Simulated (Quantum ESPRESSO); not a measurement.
## How biaxial strain moves the moments of MnS (Browneite)

Aim: follow moments and order energies of MnS (Browneite) with biaxial strain.

Program: Quantum ESPRESSO 7.5. Level of theory: PBE; plane waves with GBRV 1.5 PBE potentials, no spin-orbit coupling. Results are calculated unless marked as measured.

Most raw output is cut from this account.

## (1) Set-up

Symmetry: F-43m, No. 216, cubic system. The conventional cell has a = 5.600 Å, b = 5.600 Å, c = 5.600 Å, α = 90.00°, β = 90.00°, γ = 90.00°. Nearest to Mn lie 4 S at 2.42 Å. Nearest to S lie 4 Mn at 2.42 Å. Farther neighbours and most contacts between anions are not listed.

The cell comes from the Crystallography Open Database.

## (2) Biaxial 0.94, ferro +

Lengths in the Cartesian xy plane scale by the factor; z is kept. Atoms keep their fractional places. Seeded atoms are those given a starting moment.

Contents of pw.in:

```
&CONTROL
  calculation = 'scf'
  prefix = 'pwscf'
  outdir = './tmp'
  pseudo_dir = './pseudo'
  disk_io = 'nowf'
  tprnfor = .true.
  tstress = .true.
/
&SYSTEM
  ibrav = 0
  celldm(1) = 8
  nat = 2
  ntyp = 2
  ecutwfc = 40
  ecutrho = 280
  nbnd = 19
  occupations = 'smearing'
  smearing = 'fd'
  degauss = 0.00734986
  nspin = 2
  starting_magnetization(1) = 0.3
  starting_magnetization(2) = 0
/
&ELECTRONS
  conv_thr = 4d-09
  electron_maxstep = 150
  mixing_beta = 0.3
/
ATOMIC_SPECIES
Mn     54.9380 mn_pbe_v1.5.uspp.F.UPF
S      32.0600 s_pbe_v1.4.uspp.F.UPF
CELL_PARAMETERS alat
   0.0000000000000    0.6217198950019    0.6614041436190
   0.6217198950019    0.0000000000000    0.6614041436190
   0.6217198950019    0.6217198950019    0.0000000000000
ATOMIC_POSITIONS crystal
Mn      0.0000000000    0.0000000000    0.0000000000
S       0.2500000000    0.2500000000    0.2500000000
K_POINTS automatic
6 6 6 0 0 0
```

Command:

```bash
OMP_NUM_THREADS=1 mpirun -n 2 pw.x -nk 2 -in pw.in > pw.out
```

Run time: 29 s. Hardware: 2 MPI ranks of Arm Neoverse N1, shared host; peak memory 0.2 GiB.

Spin moment in the atom's sphere by atom:

| atom | spin moment in the atom's sphere (μB) |
| --- | --- |
| Mn1 | 3.78 |
| S2 | 0.08 |

Numbers from this step:

```yaml
smearing_term_ts: 0.04515 eV
pressure: 6.305 GPa
magnetization: 4.47 μB
absolute_magnetization: 4.47 μB
final_state: ferromagnetic
```

## (3) Biaxial 0.94, antiferro q=(0,1/2,1/2) +-

The wavevector q is in fractions of the reciprocal vectors of the crystal's primitive cell, as the cells of these inputs are built from it; moments change sign between cells as cos(2π q·R).

Contents of pw.in:

```
&CONTROL
  calculation = 'scf'
  prefix = 'pwscf'
  outdir = './tmp'
  pseudo_dir = './pseudo'
  disk_io = 'nowf'
  tprnfor = .true.
  tstress = .true.
/
&SYSTEM
  ibrav = 0
  celldm(1) = 8
  nat = 4
  ntyp = 3
  ecutwfc = 40
  ecutrho = 280
  nbnd = 30
  occupations = 'smearing'
  smearing = 'fd'
  degauss = 0.00734986
  nspin = 2
  starting_magnetization(1) = 0.3
  starting_magnetization(2) = -0.3
  starting_magnetization(3) = 0
/
&ELECTRONS
  conv_thr = 8d-09
  electron_maxstep = 150
  mixing_beta = 0.3
/
ATOMIC_SPECIES
Mn1    54.9380 mn_pbe_v1.5.uspp.F.UPF
Mn2    54.9380 mn_pbe_v1.5.uspp.F.UPF
S      32.0600 s_pbe_v1.4.uspp.F.UPF
CELL_PARAMETERS alat
   0.0000000000000    0.6217198950019    0.6614041436190
   1.2434397900038    0.0000000000000    1.3228082872380
   1.2434397900038    0.6217198950019    0.6614041436190
ATOMIC_POSITIONS crystal
Mn1     0.0000000000    0.0000000000    0.0000000000
Mn2     0.0000000000    0.5000000000    0.0000000000
S       0.2500000000    0.0000000000    0.2500000000
S       0.2500000000    0.5000000000    0.2500000000
K_POINTS automatic
6 3 6 0 0 0
```

Wall time 2.2 min (2 MPI ranks); peak memory 0.36 GiB; 4.3 min of CPU time.

Spin moment in the atom's sphere by atom:

```
atom  spin moment in the atom's sphere (μB)
 Mn1                                   3.72
 Mn2                                  -3.72
  S3                                   0.00
  S4                                   0.00
```

Read from the output:

```
smearing term TS       : 0.002459 eV
pressure               : 3.468 GPa
magnetization          : 0 μB
absolute magnetization : 8.554 μB
final state            : antiferromagnetic
```

## (4) Biaxial 0.94, no spin polarisation

Contents of pw.in:

```
&CONTROL
  calculation = 'scf'
  prefix = 'pwscf'
  outdir = './tmp'
  pseudo_dir = './pseudo'
  disk_io = 'nowf'
  tprnfor = .true.
  tstress = .true.
/
&SYSTEM
  ibrav = 0
  celldm(1) = 8
  nat = 2
  ntyp = 2
  ecutwfc = 40
  ecutrho = 280
  nbnd = 17
  occupations = 'smearing'
  smearing = 'fd'
  degauss = 0.00734986
/
&ELECTRONS
  conv_thr = 4d-09
  electron_maxstep = 150
  mixing_beta = 0.3
/
ATOMIC_SPECIES
Mn     54.9380 mn_pbe_v1.5.uspp.F.UPF
S      32.0600 s_pbe_v1.4.uspp.F.UPF
CELL_PARAMETERS alat
   0.0000000000000    0.6217198950019    0.6614041436190
   0.6217198950019    0.0000000000000    0.6614041436190
   0.6217198950019    0.6217198950019    0.0000000000000
ATOMIC_POSITIONS crystal
Mn      0.0000000000    0.0000000000    0.0000000000
S       0.2500000000    0.2500000000    0.2500000000
K_POINTS automatic
6 6 6 0 0 0
```

Elapsed: 14 s, on 2 MPI ranks; peak memory 0.18 GiB.

Read from the output:

| Quantity | Value |
| --- | --- |
| smearing term TS | 0.1038 eV |
| pressure | -18.22 GPa |
| final state | non-magnetic (no spin polarisation) |

## (5) Biaxial 1.06, ferro +

Edit pw.in of step 4 so:

```diff
@@ -16,3 +16,3 @@
   ecutrho = 280
-  nbnd = 17
+  nbnd = 19
   occupations = 'smearing'
@@ -20,2 +20,5 @@
   degauss = 0.00734986
+  nspin = 2
+  starting_magnetization(1) = 0.3
+  starting_magnetization(2) = 0
 /
@@ -30,5 +33,5 @@
 CELL_PARAMETERS alat
-   0.0000000000000    0.6217198950019    0.6614041436190
-   0.6217198950019    0.0000000000000    0.6614041436190
-   0.6217198950019    0.6217198950019    0.0000000000000
+   0.0000000000000    0.7010883922362    0.6614041436190
+   0.7010883922362    0.0000000000000    0.6614041436190
+   0.7010883922362    0.7010883922362    0.0000000000000
 ATOMIC_POSITIONS crystal
```

Run time: 25 s. Hardware: 2 MPI ranks; peak memory 0.23 GiB; 50 s of CPU time.

Numbers from this step:

| Item | Value |
| --- | --- |
| smearing term TS | 0.005869 eV |
| pressure | -4.776 GPa |
| magnetization | 4.986 μB |
| absolute magnetization | 4.986 μB |
| final state | ferromagnetic |
| largest moment | 4.317 μB |

## (6) All points

The runs not shown differ from these in the moved quantity alone.

States, by row:

```
biaxial        ferro +  antiferro q=(0,1/2,1/2) +-  no spin polarisation
   0.94  ferromagnetic           antiferromagnetic          non-magnetic
   0.96  ferromagnetic           antiferromagnetic          non-magnetic
   0.98  ferromagnetic           antiferromagnetic          non-magnetic
      1  ferromagnetic           antiferromagnetic          non-magnetic
   1.02  ferromagnetic           antiferromagnetic          non-magnetic
   1.04  ferromagnetic           antiferromagnetic          non-magnetic
   1.06  ferromagnetic           antiferromagnetic          non-magnetic
```

Table of largest site moment by biaxial:

```csv
biaxial (factor),ferro + (μB),"antiferro q=(0,1/2,1/2) +- (μB)"
0.9400,3.78,3.72
0.9600,3.93,3.82
0.9800,4.04,3.91
1.0000,4.14,3.99
1.0200,4.21,4.06
1.0400,4.27,4.12
1.0600,4.32,4.18
```

Energy less that of the parallel start against biaxial; values in meV a seeded atom:

| biaxial (factor) | antiferro q=(0,1/2,1/2) +- | no spin polarisation |
| --- | --- | --- |
| 0.9400 | -392 | 861 |
| 0.9600 | -357 | 1106 |
| 0.9800 | -319 | 1349 |
| 1.0000 | -279 | 1586 |
| 1.0200 | -239 | 1815 |
| 1.0400 | -201 | 2032 |
| 1.0600 | -169 | 2234 |

The energy over the lowest by biaxial; values in meV an atom:

| biaxial (factor) | ferro + | antiferro q=(0,1/2,1/2) +- | no spin polarisation |
| --- | --- | --- | --- |
| 0.9400 | 209 | 13.2 | 640 |
| 0.9600 | 179 | 0.321 | 732 |
| 0.9800 | 160 | 0 | 834 |
| 1.0000 | 151 | 11.4 | 944 |
| 1.0200 | 153 | 33.1 | 1060 |
| 1.0400 | 166 | 64.9 | 1182 |
| 1.0600 | 190 | 105 | 1307 |

## (7) What came out

| Quantity | Value |
| --- | --- |
| moment, parallel start | 3.78 to 4.32 μB |
| states met from these starts | antiferromagnetic and ferromagnetic |

**Reading.** The moment of the parallel start goes from 3.78 μB at 0.94 to 4.32 μB at 1.06. The net moment of the cell goes from 4.47 to 4.99 μB. The radius of the spheres follows the nearest distance, so part of the change of the site moments is the spheres'. The largest moment of the start antiferro q=(0,1/2,1/2) +- lies between 3.72 and 4.18 μB. The start antiferro q=(0,1/2,1/2) +- lies under the parallel one at every finished point, by 169 to 392 meV a seeded atom. Energies are free energies at an electronic temperature of 1160 K, which lowers moments and differences where the moments are itinerant. No Hubbard term acts here. In such compounds local and semilocal functionals without one often delocalise the d electrons, and can shrink or lose moments and miss the size, sign and order of the couplings.

[Logs and program files are shortened in this print: banners, set-up blocks, solver, clock and traceback lines can be left out without a mark of their own.]

[Logs are printed without paths, hosts, clocks, repeated set-up lines and the standing remarks that a program may print on its own settings, such as how far it seeks lower states.]

[Hosts, paths, dates, database ids (printed as entryN), source tags and the programs' standing remarks are cut or masked in the printed files.]

[Where a cell is said to come from a database of computed structures, the database is the Materials Project.]
